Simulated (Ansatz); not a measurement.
# AgCl (Fm-3m), tetragonal deformation path

Theory: DFT PBE, scalar-relativistic, plane waves, PAW (Ansatz 0.2.0). The runs took a 420 eV cutoff, a Γ-centred 10×10×10 mesh and Gaussian smearing (0.05 eV). No spin polarisation. Energies are free energies at this smearing, counted from the undisturbed cell; pressure is positive in compression.

Zero of the scan (as given, not relaxed at this level; it stands at 1.6 GPa):

```yaml
crystal:
  lattice:
    - [0.00000, 2.77315, 2.77315]
    - [2.77315, 0.00000, 2.77315]
    - [2.77315, 2.77315, 0.00000]
  atoms:
    - { symbol: Ag, position: [0.50000, 0.50000, 0.50000] }
    - { symbol: Cl, position: [0.00000, 0.00000, 0.00000] }
```

At fixed volume and fractional coordinates, lengths along (0.000, 0.000, 1.000) are scaled against those across it; ρ is that ratio over its starting value.

| ρ | ΔE (meV/atom) | pressure (GPa) | gap on the mesh (eV) |
| --- | --- | --- | --- |
| 0.650 | ? | 27.5 | ? |
| 0.707 | 329.7 | 16.3 | 1.45 |
| 0.780 | 116.5 | 8.2 | 0.96 |
| 0.850 | 37.7 | 4.2 | 0.74 |
| 0.920 | 8.4 | 2.3 | 0.73 |
| 0.960 | 1.9 | ? | ? |
| 1.000 | 0.0 | 1.6 | 0.91 |
| 1.050 | 2.7 | 1.8 | 0.77 |
| 1.100 | 10.8 | 2.4 | 0.65 |
| 1.200 | 45.0 | 4.6 | 0.47 |
| 1.300 | 107.3 | 7.9 | 0.33 |
| 1.414 | 218.5 | ? | ? |
| 1.500 | ? | 17.2 | ? |

**Question.** Give the withheld values.

**Answer.** ΔE (meV/atom) at ρ = 0.650: 705.9; gap on the mesh (eV) at ρ = 0.650: 1.98; pressure (GPa) at ρ = 0.960: 1.8; gap on the mesh (eV) at ρ = 0.960: 0.80; pressure (GPa) at ρ = 1.414: 12.8; gap on the mesh (eV) at ρ = 1.414: 0.20; ΔE (meV/atom) at ρ = 1.500: 333.5; gap on the mesh (eV) at ρ = 1.500: 0.11.

Cost: 13 runs of about 1.3 core-minutes in all, on Arm Neoverse N1 (shared hosts).